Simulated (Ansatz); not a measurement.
Take RuO2 in the rutile structure (space group P4_2/mnm, No. 136; a = 4.4799 Å, c = 3.1069 Å) as the base. Axes: x, y, z lie along a, b, c of the conventional cell.

Structures relaxed with r2SCAN/PAW in Ansatz (an electronic-structure program), no spin-orbit coupling.

Base:

Simulated powder pattern, Cu Kα1, λ = 1.54056 Å (kinematic, ideal powder, no thermal factors, no anomalous dispersion; the 14 strongest lines at most, above 2 %, up to 2θ = 90°):

| 2θ (°) | I/Imax (%) | hkl |
|---|---|---|
| 28.15 | 100 | (110) |
| 35.12 | 81 | (101) |
| 40.23 | 20 | (200) |
| 40.64 | 5.0 | (111) |
| 54.45 | 63 | (211) |
| 58.20 | 15 | (220) |
| 59.45 | 8.3 | (002) |
| 65.87 | 13 | (310) |
| 67.04 | 15 | (112) |
| 69.82 | 19 | (301) |
| 74.23 | 7.1 | (202) |
| 83.78 | 11 | (321) |
| 86.91 | 3.9 | (400) |
| 87.98 | 9.1 | (222) |

After one change:

Simulated powder pattern, Cu Kα1, λ = 1.54056 Å (kinematic, ideal powder, no thermal factors, no anomalous dispersion; the 14 strongest lines at most, above 2 %, up to 2θ = 90°):

| 2θ (°) | I/Imax (%) |
|---|---|
| 27.48 | 100 |
| 35.29 | 76 |
| 39.26 | 20 |
| 40.55 | 4.9 |
| 53.80 | 62 |
| 56.73 | 16 |
| 60.62 | 7.4 |
| 64.16 | 13 |
| 67.81 | 14 |
| 68.60 | 18 |
| 74.64 | 6.6 |
| 82.00 | 11 |
| 84.42 | 4.0 |
| 87.75 | 8.7 |

### Question
Name the change that was made.
A. uniaxial stress, 0.5 GPa compression along z
B. isotropic strain −1.91 %
C. biaxial strain +2.37 %, plane normal [001], relaxed out of plane
D. isotropic strain −1.08 %

### Answer
C, biaxial strain +2.37 %, plane normal [001], relaxed out of plane. Its volume per atom is 10.70 Å³ against 10.39 Å³, and its space group is P4_2/mnm (No. 136).

Beyond what the load breaks, stability against distortions was not tested. Starting moments died away, wholly or in part, for the base; another magnetic solution may exist. No Hubbard U is applied, and correlation can decide whether such a compound is a metal. The final runs are not spin-polarised.
